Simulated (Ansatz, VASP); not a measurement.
**Ir: VASP beside Ansatz**

```
Ir
1.0
     2.54021    0.00000    0.00000
     0.00000    2.54021    0.00000
     0.00000    0.00000    2.54021
Ir
1
Direct
  0.00000 0.00000 0.00000
```

Alike in both runs: functional PBEsol; k mesh 17 × 17 × 17; occupations methfessel-paxton of order 1, width 0.025 eV; no spin polarisation.

Ansatz relaxed the structure, and its values are those at the end. VASP's run is a single point on that final structure, the one shown.

|  | VASP | Ansatz |
| --- | --- | --- |
| version | VASP 6.6.1 | Ansatz 0.2.0 |
| potentials or method | VASP PAW PBE potentials, release 64 (Ir) | PAW with Ansatz's default frozen-core files, scalar-relativistic |
| plane-wave cutoff (eV) | 520 | 420 |
| valence electrons in the cell | 9 | 17 |

```csv
,VASP,Ansatz,Ansatz less VASP
pressure (GPa),0.5,0.0,-0.51
```

The two sets of potentials don't hold the same shells in valence.

Caveats: the PAW data sets were made with another functional, which shifts forces and pressure a little (VASP). The runs have no spin-orbit coupling, so splittings on Ir are missing.
